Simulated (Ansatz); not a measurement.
The cell below belongs to a search over invented structures; it isn't taken from experiment.

Input and command of a plane-wave DFT calculation in Ansatz:

```yaml
crystal:
  lattice:
    - [3.018714877, 0.0, 0.0]
    - [0.0, 3.018714877, 0.0]
    - [0.0, 0.0, 12.7994141363]
  atoms:
    - { symbol: Mg, position: [0.0, 0.0, 0.6655810618] }
    - { symbol: Mg, position: [0.5, 0.5, 0.5] }
    - { symbol: Mg, position: [0.0, 0.0, 0.3344189382] }
    - { symbol: Mg, position: [0.5, 0.5, 0.1668128186] }
    - { symbol: Mg, position: [0.5, 0.5, 0.8331871814] }
    - { symbol: Zn, position: [0.0, 0.0, 0.0] }
    - { symbol: O, position: [0.0, 0.0, 0.5] }
    - { symbol: O, position: [0.5, 0.5, 0.3340171918] }
    - { symbol: O, position: [0.0, 0.0, 0.1691286721] }
    - { symbol: O, position: [0.5, 0.5, 0.0] }
    - { symbol: O, position: [0.0, 0.0, 0.8308713279] }
    - { symbol: O, position: [0.5, 0.5, 0.6659828082] }
basis:
  ecutwfc: 420
kpoints:
  mp_grid: { grid: [8, 8, 2] }
hamiltonian:
  xc: pbe
scf:
  occupations: { method: gaussian, width: 0.02 }
output:
  forces: true
  stress: true
  eigenvalues: true
  write_density: true
  write_potential: true
  elf: true
  volumetric_format: npy
relax:
  adjacent_minimum: "off"
  f_tol: 0.01
  max_steps: 80
  cell: { stress_tol: 0.05 }
```

```bash
ansatz run input.yaml --threads 1 --pin off --max-ram 2560MiB --backend cpu --events-out ev --progress --plain --runs-dir out
```

Processor: Intel(R) Xeon(R) Processor @ 2.50GHz (Skylake/Cascade Lake), 1 thread, on a host shared with other jobs.

Q: Estimate time, memory and problem size.

A: About 88 s, peak memory 0.51 GiB. It solves 61 bands at 30 k points (after reduction by symmetry) with about 2227 plane waves (on the last cell), in 21 SCF iterations over 3 ionic steps.
